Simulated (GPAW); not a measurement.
# InSe (GaSe-type monolayer): one start, several treatments of the self-energy

Wanted: the gap of InSe (GaSe-type monolayer) under several approximations, with cost.

Method: PBE and many-body steps on it, plane waves, in GPAW 26.7.0.

**Experimental background.**

- Gap 2.84 ± 0.05 eV: optical, A exciton (c-v at Gamma) from PL; photoluminescence; 300 K; monolayer (exfoliated monolayer) (“Indirect to direct gap crossover in two-dimensional InSe revealed by ARPES”, 2019, arxiv:1901.06943).

## Step 1: The starting structure

The cell holds 4 atoms: 2 In and 2 Se. Cell: a = 4.068 Å, b = 4.068 Å, c = 16.000 Å, α = 90.0°, β = 90.0°, γ = 120.0°. Vacuum lies along c.

As a file:

```
In Se
1.0
     4.06792    0.00000    0.00000
    -2.03396    3.52293    0.00000
     0.00000    0.00000   16.00000
In Se
2 2
Cartesian
  0.0000 2.3486 9.4086
  0.0000 2.3486 6.5914
  2.0340 1.1743 10.6886
  2.0340 1.1743 5.3114
```

The structure was relaxed with PBE. The runs that relaxed it are not among those shown.

## Step 2: Empty states on the mesh, 9×9×1 mesh, 382 bands

This step: GPAW 26.7.0; DFT, PBE, plane waves, PAW.

The sums over transitions need many empty states on a uniform mesh; this step solves for them.

Contents of run.py:

```python
import json
import numpy as np
from gpaw.mpi import world
from gpaw import GPAW

calc = GPAW('gs.gpw').fixed_density(kpts={'size': (9, 9, 1), 'gamma': True},
    parallel={'domain': 1, 'band': 1},
    txt='nscf.txt')
calc.diagonalize_full_hamiltonian(nbands=382)
calc.write('full.gpw', mode='all')
res = {}
kpts = calc.get_ibz_k_points()
res['kpts'] = kpts
res['eigenvalues'] = [calc.get_eigenvalues(kpt=k) for k in range(len(kpts))]
res['n_electrons'] = calc.get_number_of_electrons()

if world.rank == 0:
    with open('result.json', 'w') as f:
        json.dump(res, f, default=lambda x: x.tolist())
```

Run with:

```
mpirun -n 12 gpaw python run.py
```

Numbers of over 12 decimals in the logs are rounded to 6 here.

The log of the run:

```text
Diagonalizing LCAO Hamiltonian
Converting LCAO to pw mode
convergence criteria:
- Maximum integral of absolute [eigenst]ate change: 4e-08 eV^2 / valence electron
maximum number of iterations: 100

SCF iterations
|iter     |     time |      energy | eigst |  dens |
|iter:   1|  |             | +0.32 |       |
|iter:   2|  |             | -1.15 |       |
|iter:   3|  |             | -1.80 |       |
[...]
|iter:   9|  |             | -6.66 |       |
|iter:  10|  |             | -7.38 |       |
|iter:  11|  |             | -7.91c|       |
SCF steps: 11
  __  _  _
 | _ |_)|_||  |
 |__||  | ||/\| - 26.7.0

Input parameters:
  mode=PW(ecut=450.000000),
  convergence={'density': 1e-06, 'bands': -3},
  gpts=array([20, 20, 80]),
  kpts=MonkhorstPack(size=(9, 9, 1), gamma=True),
  maxiter=100,
  nbands=27,
  occupations=Occupations(name='fermi-dirac', width=0.001, fixmagmom=False),
  parallel={'domain': 1, 'band': 1},
  xc=XC(name='PBE')
Matrix size: 4921x4921
# Writing to full.gpw (mode='all')
  [... matrices ...]

timing:  # [seconds]
  Total: 110.632  # ━━━━━━━━━━━━━━━━━━━━━━━━━━━━━━━━━━━━━━━━━━━━━━━━━━━━━━━━━
```

Elapsed: 1.9 min, on 12 MPI ranks of Arm Neoverse V2, shared host; peak memory 21 GiB.

Numbers from this step:

- gap: 1.463 eV
- k of the valence top: 0.1111, 0, 0
- k of the conduction bottom: 0, 0, 0
- least direct gap: 1.525 eV
- k points computed: 12
- lowest point of the top converged band, above the valence top: 76.3442 eV

On this mesh the gap is 1.463 eV.

## Step 3: One-shot HSE06

This step: one-shot HSE06 levels on PBE orbitals, plane waves, PAW.

Contents of run.py:

```python
import json
import numpy as np
from gpaw.mpi import world
from gpaw.hybrids.eigenvalues import non_self_consistent_eigenvalues

dft, vxc, vxc_hyb = non_self_consistent_eigenvalues('full.gpw', 'HSE06', 17, 21, kpt_indices=[0, 1])
res = {'dft': dft[0], 'hybrid': (dft - vxc + vxc_hyb)[0]}
if world.rank == 0:
    with open('hybrid.txt', 'w') as f:
        for k, e0, e1 in zip([0, 1], res['dft'], res['hybrid']):
            print(k, ' '.join(f'{x:9.4f}' for x in e0), '|', ' '.join(f'{x:9.4f}' for x in e1), file=f)

if world.rank == 0:
    with open('result.json', 'w') as f:
        json.dump(res, f, default=lambda x: x.tolist())
```

Run with:

```
mpirun -n 16 gpaw python run.py
```

The log of the run:

```text
IBZ(<points: 12, symmetries: 12>)
Occupied bands: 19
Transforming wave functions from IBZ to BZ: 0.054 seconds
Distributing wave functions and iFFT-ing to real space: 0.151 seconds
Calculating eigenvalues:
  k-points: 2
  Bands: 17-20 (inclusive)
  Seconds: 0.637 (wave-function broadcasting: 0.013 seconds)
HSE06-eigenvalue shifts:
  min: -0.542 eV
  ave: -0.119 eV
  max: 0.318 eV
```

The job ended after 3.2 s (16 MPI ranks; peak memory 3.1 GiB).

This step gave:

```yaml
starting_gap_on_the_mesh: 1.463 eV
hybrid_gap_on_the_mesh: 2.115 eV
least_direct_hybrid_gap_on_the_computed_points: 2.172 eV
```

## Step 4: GLLB-SC, self-consistent

This step: DFT, GLLB-SC with its derivative discontinuity, plane waves, PAW.

Contents of run.py:

```python
import json
import numpy as np
from gpaw.mpi import world
from ase import Atoms
from gpaw import GPAW, PW, FermiDirac

atoms = Atoms(['In', 'In', 'Se', 'Se'],
    cell=[[4.0679249113, 0.0000000000, 0.0000000000],
      [-2.0339624556, 3.5229263138, 0.0000000000],
      [0.0000000000, 0.0000000000, 16.0000000000]],
    scaled_positions=[[0.3333333333, 0.6666666667, 0.5880389516],
      [0.3333333333, 0.6666666667, 0.4119610484],
      [0.6666666667, 0.3333333333, 0.6680394308],
      [0.6666666667, 0.3333333333, 0.3319605692]],
    pbc=(True, True, False))
calc = GPAW(mode=PW(450),
    xc='GLLBSC',
    kpts={'size': (9, 9, 1), 'gamma': True},
    occupations=FermiDirac(0.001),
    nbands=-8,
    convergence={'bands': -3},
    maxiter=120,
    txt='gllbsc.txt')
atoms.calc = calc
atoms.get_potential_energy()
homo, lumo = calc.get_homo_lumo()
response = calc.hamiltonian.xc.response
dxc_pot = response.calculate_discontinuity_potential(homo, lumo)
ks_gap, dxc = response.calculate_discontinuity(dxc_pot)
res = {'ks_gap': ks_gap, 'dxc': dxc}

if world.rank == 0:
    with open('result.json', 'w') as f:
        json.dump(res, f, default=lambda x: x.tolist())
```

Run with:

```
mpirun -n 16 gpaw python run.py
```

The log of the run:

```text
[banner, memory and clock lines left out]
___ ___ ___ _ _ _
 |   |   |_  | | | |
 | | | | | . | | | |
 |__ |  _|___|_____|  26.7.0
 |___|_|

Input parameters:
  convergence: {bands: -3}
  kpts: {gamma: True,
         size: (9, 9, 1)}
  maxiter: 120
  mode: {ecut: 450.000000,
         name: pw}
  nbands: -8
  occupations: {fixmagmom: False,
                name: fermi-dirac,
                width: 0.001}
  xc: GLLBSC

System changes: positions, numbers, cell, pbc, initial_charges, initial_magmoms

Initialize ...

species:
  In:
    name:    Indium
    Z:       49.0
    valence: 13
    core:    36
    charge:  0.0  # [|e|]
    compensation charges:
      type: gauss
      rc: 0.36  # [Å]
      lmax: 2
    cutoffs:
      filter: 2.09  # [Å]
      core: 2.48  # [Å]
    projectors
    | kind |    occ | energy [eV] | rcut [Å] |
    |   5s |  2.000 |      -8.515 |    1.185 |
    |   5p |  1.000 |      -2.998 |    1.244 |
    |   4d | 10.000 |     -19.723 |    1.148 |
    |    s |        |      18.697 |    1.185 |
    |    p |        |      24.213 |    1.244 |
    |    d |        |       7.489 |    1.148 |

    Using partial waves for In as LCAO basis

  Se:
    name:    Selenium
    Z:       34.0
    valence: 6
    core:    28
    charge:  0.0  # [|e|]
    compensation charges:
      type: gauss
      rc: 0.27  # [Å]
      lmax: 2
    cutoffs:
      filter: 1.77  # [Å]
      core: 2.61  # [Å]
    projectors
    | kind |    occ | energy [eV] | rcut [Å] |
    |   4s |  2.000 |     -19.929 |    0.847 |
    |   4p |  4.000 |      -9.440 |    1.005 |
    |    s |        |       7.282 |    0.847 |
    |    p |        |      17.771 |    1.005 |
    |    d |        |       0.000 |    0.847 |

    Using partial waves for Se as LCAO basis

Reference energy: -451920.155467  # eV

Spin-paired calculation

Convergence criteria:
 Maximum [total energy] change in last 3 cyles: 0.0005 eV / valence electron
 Maximum integral of absolute [dens]ity change: 0.0001 electrons / valence electron
 Maximum integral of absolute [eigenst]ate change: 4e-08 eV^2 / valence electron
 Maximum number of scf [iter]ations: 120
 (Square brackets indicate name in SCF output, whereas a 'c' in
 the SCF output indicates the quantity has converged.)
  [... matrices ...]
Symmetries present (total): 12

  [... matrices ...]
81 k-points: 9 x 9 x 1 Monkhorst-Pack grid
12 k-points in the irreducible part of the Brillouin zone
       k-points in crystal coordinates                weights
   0:     0.00000000    0.00000000    0.00000000          1/81
   1:     0.11111111    0.00000000    0.00000000          6/81
   2:     0.22222222   -0.11111111    0.00000000          6/81
   3:     0.22222222    0.00000000    0.00000000          6/81
   4:     0.33333333   -0.11111111    0.00000000         12/81
   5:     0.33333333    0.00000000    0.00000000          6/81
   6:     0.33333333    0.33333333    0.00000000          2/81
   7:     0.44444444   -0.22222222    0.00000000          6/81
   8:     0.44444444   -0.11111111    0.00000000         12/81
   9:     0.44444444    0.00000000    0.00000000          6/81
          ...
  11:     0.44444444    0.44444444    0.00000000          6/81

Wave functions: Plane wave expansion
  Cutoff energy: 450.000 eV
  Number of coefficients (min, max): 4921, 4989
  Pulay-stress correction: 0.000000 eV/Ang^3 (de/decut=0.000000)
  Using FFTW library
  Wavefunction extrapolation:
    Improved wavefunction reuse through dual PAW basis

Occupation numbers: Fermi-Dirac:
  width: 0.0010  # eV

Eigensolver
   Davidson(niter=2)

Densities:
  Coarse grid: 20*20*80 grid
  Fine grid: 40*40*160 grid
  Total Charge: 0.000000

Density mixing:
  Method: separate
  Backend: msr1
  Linear mixing parameter: 0.05
  old densities: 10
  Width of damping distribution: 1.1
  Damping of long wavelength oscillations: 20

Hamiltonian:
  XC and Coulomb potentials evaluated on a 40*40*160 grid
  Using the GLLBSC Exchange-Correlation functional
  External potential:
    NoExternalPotential

XC parameters: GLLBSC functional being used consists of
  | Weight | Module     | Description                                   |
  |  1.000 | SCREENING  | GGA_X_PBE_SOL with 2 nearest neighbor stencil |
  |  1.000 | RESPONSE   | eps=0.0500 eV                                 |
  |  1.000 | XC         | GGA_C_PBE_SOL with 2 nearest neighbor stencil |

Memory estimate:

Total number of cores used: 16
Parallelization over k-points: 4
Domain decomposition: 1 x 1 x 4

Number of atoms: 4
Number of atomic orbitals: 26
Number of bands in calculation: 27
Number of valence electrons: 38
Bands to converge: 24

... initialized

Initializing position-dependent things.

Density initialized from atomic densities
Creating initial wave functions:
  26 bands from LCAO basis set
  1 band from random numbers

            Se
        In

        In

            Se

Atomic positions and initial magnetic moments

Positions:
   0 In    -0.000000    2.348618    9.408623    ( 0.0000,  0.0000,  0.0000)
   1 In    -0.000000    2.348618    6.591377    ( 0.0000,  0.0000,  0.0000)
   2 Se     2.033962    1.174309   10.688631    ( 0.0000,  0.0000,  0.0000)
   3 Se     2.033962    1.174309    5.311369    ( 0.0000,  0.0000,  0.0000)
  [... matrices ...]
Unit cell:
           periodic     x           y           z      points  spacing
  1. axis:    yes    4.067925    0.000000    0.000000    20     0.1761
  2. axis:    yes   -2.033962    3.522926    0.000000    20     0.1761
  3. axis:    no     0.000000    0.000000   16.000000    80     0.2000

  Lengths:   4.067925   4.067925  16.000000
  Angles:   90.000000  90.000000 120.000000

Effective grid spacing dv^(1/3) = 0.1928

iter:   1    -18.484469   +0.42
iter:   2    -17.056461   -0.36  -1.06
iter:   3    -16.657945   -1.17  -1.14
iter:   4    -15.691820   -1.31  -1.27
iter:   5    -15.757668   -2.66  -1.61
iter:   6    -15.641721   -1.59  -1.69
iter:   7    -15.610090   -2.33  -2.16
iter:   8    -15.592844   -2.77  -2.15
iter:   9    -15.592021c  -3.85  -2.48
iter:  10    -15.593899c  -4.03  -2.73
iter:  11    -15.592733c  -3.83  -2.95
iter:  12    -15.593776c  -4.70  -3.43
iter:  13    -15.593563c  -5.22  -3.77
iter:  14    -15.593257c  -6.12  -4.08c
iter:  15    -15.593481c  -6.36  -4.09c
iter:  16    -15.593248c  -6.77  -4.31c
iter:  17    -15.593175c  -7.12  -4.24c
iter:  18    -15.593207c  -7.48c -4.49c

Converged after 18 iterations.

Dipole moment: (-1.782006, 1.028842, -0.000000) |e|*Ang

Energy contributions relative to reference atoms: (reference = -451920.155467)
  [... matrices ...]
Kinetic:        +72.871871
Potential:      -68.832577
External:        +0.000000
XC:             -20.604046
Entropy (-ST):   -0.000000
Local:           +0.971545
SIC:             +0.000000
Free energy:    -15.593207
Extrapolated:   -15.593207

GLLBSC response reference energy: -2.15047 eV (from HOMO)
  [... matrices ...]
Showing only first 2 kpts
 Kpt  Band  Eigenvalues  Occupancy
  0    17     -2.61222    2.00000
  0    18     -2.20404    2.00000
  0    19     -0.37452    0.00000
  0    20      0.90262    0.00000

  1    17     -2.73299    2.00000
  1    18     -2.15053    2.00000
  1    19      0.13545    0.00000
  1    20      1.44176    0.00000

Fermi level: -1.38378

Gap: 1.776 eV
Transition (v -> c):
  (s=0, k=1, n=18, [0.11, 0.00, 0.00]) -> (s=0, k=0, n=19, [0.00, 0.00, 0.00])
Direct/indirect transitions are different
Direct gap: 1.830 eV
Transition at: (s=0, k=0, n=18, [0.00, 0.00, 0.00])
  [... matrices ...]
```

It took 6.2 s on 16 MPI ranks; peak memory 2.6 GiB; 97 s of CPU time.

This step gave:

```
starting gap on the mesh      : 1.776 eV
derivative discontinuity      : 0.7856 eV
quasiparticle gap on the mesh : 2.562 eV
```

(Continued in part 2 of 2.)

[Paths, hosts, dates, memory and timing lines, banners, echoed tables and standing remarks are left out of the program output.]

[Logs are printed without paths, hosts, clocks, repeated set-up lines and the standing remarks that a program may print on its own settings, such as how far it seeks lower states.]

[Runs of the session that timed out or met a known fault of the program may be left out.]

[Hosts, paths, dates, database ids (printed as entryN), source tags and the programs' standing remarks are cut or masked in the printed files.]
